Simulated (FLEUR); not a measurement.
# Al (Fm-3m) in FLEUR: further runs, part 2 of 2

FLEUR MaX-R8.1 (later development tree).

**5. Equation of state, LDA, 16.60 Å³/atom**

File inp.xml:

```xml
<?xml version="1.0" encoding="UTF-8" standalone="no"?>
<fleurInput fleurInputVersion="0.39">
   <comment>
      Al                                                                                                  
   </comment>
   <calculationSetup>
      <cutoffs Kmax="4.1" Gmax="12.7" GmaxXC="12.7" numbands="0"/>
      <scfLoop itmax="60" minDistance="0.00001" maxIterBroyd="15" imix="Anderson" alpha="0.05" precondParam="0.0" spinf="2.0" sdNocoIR="T"/>
      <coreElectrons ctail="T" frcor="F" kcrel="0" coretail_lmax="0"/>
      <xcFunctional name="vwn" relativisticCorrections="F"/>
      <magnetism jspins="1"/>
      <soc l_soc="F" theta="0.0" phi="0.0" spav="F"/>
      <expertModes spex="0" secvar="F"/>
      <geometryOptimization l_f="F" forcealpha="1.0" forcemix="BFGS" epsdisp="0.00001" epsforce="0.00001"/>
      <ldaU l_linMix="F" mixParam="0.05" spinf="1.0"/>
   </calculationSetup>
   <cell>
      <bzIntegration valenceElectrons="11.0" mode="hist" fermiSmearingEnergy="0.00183747">
         <kPointListSelection listName="default-1"/>
         <!-- k-points included here -->
         <xi:include xmlns:xi="http://www.w3.org/2001/XInclude" href="kpts.xml"> </xi:include>
      </bzIntegration>
      <!-- symmetry operations included here -->
      <xi:include xmlns:xi="http://www.w3.org/2001/XInclude" href="sym.xml"> </xi:include>
      <bulkLattice scale="1.0000000000">
         <bravaisMatrix>
            <row-1>    0.0000000000000000     3.8263269057207032     3.8263269057207032</row-1>
            <row-2>    3.8263269057207032     0.0000000000000000     3.8263269057207032</row-2>
            <row-3>    3.8263269057207032     3.8263269057207032     0.0000000000000000</row-3>
         </bravaisMatrix>
      </bulkLattice>
   </cell>
   <atomSpecies>
      <species name="Aluminum (Al)" element="Al" atomicNumber="13">
         <mtSphere radius="2.45" gridPoints="829" logIncrement="0.014"/>
         <atomicCutoffs lmax="10" lnonsphr="8"/>
         <electronConfig flipSpins="F">
            <coreConfig>(1s1/2)</coreConfig>
            <valenceConfig>(2s1/2) (2p1/2) (2p3/2) (3s1/2) (3p1/2) (3p3/2)</valenceConfig>
            <stateOccupation state="(3p1/2)" spinUp="0.166667" spinDown="0.166667"/>
            <stateOccupation state="(3p3/2)" spinUp="0.333333" spinDown="0.333333"/>
         </electronConfig>
         <energyParameters s="3" p="3" d="3" f="4"/>
         <lo type="SCLO" l="0" n="2" eDeriv="0"/>
         <lo type="SCLO" l="1" n="2" eDeriv="0"/>
         <lo type="SCLO" l="2" n="3" eDeriv="2"/>
         <lo type="SCLO" l="3" n="4" eDeriv="2"/>
      </species>
   </atomSpecies>
   <atomGroups>
      <atomGroup species="Aluminum (Al)">
         <relPos label="                   1">.0000000000 .0000000000 .0000000000</relPos>
         <force calculate="T" relaxXYZ="TTT"/>
      </atomGroup>
   </atomGroups>
   <output dos="F" band="F" slice="F">
      <checks vchk="F" cdinf="F"/>
      <bandDOS minEnergy="-.5*Htr" maxEnergy="0.5*Htr" sigma="0.015" storeEVData="T"/>
      <vacuumDOS vacdos="F" integ="F" star="F" nstars="0" locx1="0.0" locy1="0.0" locx2="0.0" locy2="0.0" nstm="0" tworkf="0.0"/>
      <unfoldingBand unfoldBand="F" supercellX="1" supercellY="1" supercellZ="1"/>
      <plotting iplot="0" polar="F">
         <plot TwoD="T" vec1="  1.0  0.0  0.0" vec2="  0.0  1.0  0.0" vec3="  0.0  0.0  1.0" zero="  0.0  0.0  0.0" file="plot"/>
      </plotting>
      <chargeDensitySlicing numkpt="0" minEigenval="0.0" maxEigenval="0.0" nnne="0" pallst="F"/>
      <specialOutput eonly="F"/>
      <moessbauerParams electricFieldGradient="T" isomerShift="T" coreHyperfine="T" valenceHyperfine="T"/>
      <magneticCircularDichroism mcd="F" energyLo="-10.0" energyUp="0.0"/>
   </output>
  <!-- We include the file relax.xml here to enable relaxations (see documentation) -->
  <xi:include xmlns:xi="http://www.w3.org/2001/XInclude" href="relax.xml"> <xi:fallback/> </xi:include>
</fleurInput>
```

Run with:

```sh
$ inpgen -f crystal.txt -profile fastHighL
$ # inp.xml edited to the form shown
$ fleur_MPI
```

Run time: 4.8 s. Hardware: 1 thread of Arm Neoverse V2, shared host; peak memory 0.08 GiB.

Results (log left out):

```
Free energy                                           : -6583.0945 eV
Band gap on the k mesh                                : none (metal or under the smearing width)
Valence electrons inside the program's atomic spheres : Al 9.72 (radii Al 2.45 bohr)
```

**6. Equation of state, LDA, 17.27 Å³/atom (volume scaled by 1.04)**

Edit inp.xml of step 5 so:

```diff
@@ -24,3 +24,3 @@
       <xi:include xmlns:xi="http://www.w3.org/2001/XInclude" href="sym.xml"> </xi:include>
-      <bulkLattice scale="1.0000000000">
+      <bulkLattice scale="1.0131594038">
          <bravaisMatrix>
```

Potentials or basis: all-electron, FLAPW.

Run with:

```sh
$ inpgen -f crystal.txt -profile fastHighL
$ # inp.xml edited to the form shown
$ fleur_MPI
```

It took 5.1 s on 1 thread of Arm Neoverse V2, shared host; peak memory 0.08 GiB.

The run converged. Its results:

| Quantity | Value |
| --- | --- |
| Free energy | -6583.0739 eV |
| Band gap on the k mesh | none (metal or under the smearing width) |
| Valence electrons inside the program's atomic spheres | Al 9.67 (radii Al 2.45 bohr) |

**7. Equation of state, LDA, 17.60 Å³/atom (volume scaled by 1.06)**

Edit inp.xml of step 6 so:

```diff
@@ -24,3 +24,3 @@
       <xi:include xmlns:xi="http://www.w3.org/2001/XInclude" href="sym.xml"> </xi:include>
-      <bulkLattice scale="1.0131594038">
+      <bulkLattice scale="1.0196128224">
          <bravaisMatrix>
```

Run with:

```sh
$ inpgen -f crystal.txt -profile fastHighL
$ # inp.xml edited to the form shown
$ fleur_MPI
```

Wall time 5.2 s (1 thread of Arm Neoverse V2, shared host); peak memory 0.08 GiB.

Results (log left out):

```
Free energy                                           : -6583.0602 eV
Band gap on the k mesh                                : none (metal or under the smearing width)
Valence electrons inside the program's atomic spheres : Al 9.65 (radii Al 2.45 bohr)
```

**8. Equation of state, LDA**

Potentials or basis: all-electron, FLAPW.

This step only gathers the single runs of the series.

Results:

```
Equilibrium volume                      : 15.82 Å³/atom
Bulk modulus                            : 85 GPa
Pressure derivative of the bulk modulus : 4.6 (rough: it moves with the points fitted)
```

Energy against volume, from the lowest point:
```tsv
volume (Å³/atom)	energy (meV/atom)
15.607	0.51
15.939	0.00
16.603	9.25
17.267	29.82
17.599	43.56
```

**9. Comparison with measurements**

Step 8. Against the measured bulk modulus of Al, 76.9 GPa (quoted in “The interpretation of polycrystalline coherent inelastic neutron scattering from aluminium”, 2013, pmc:3831299), the calculated 85 GPa is off by +11.0 %. The fit is for a static lattice scaled at fixed shape and fixed fractional positions. The cell as given is a measured one (16.60 Å³/atom); LDA puts the equilibrium volume -4.7 % from it, thermal expansion not counted.
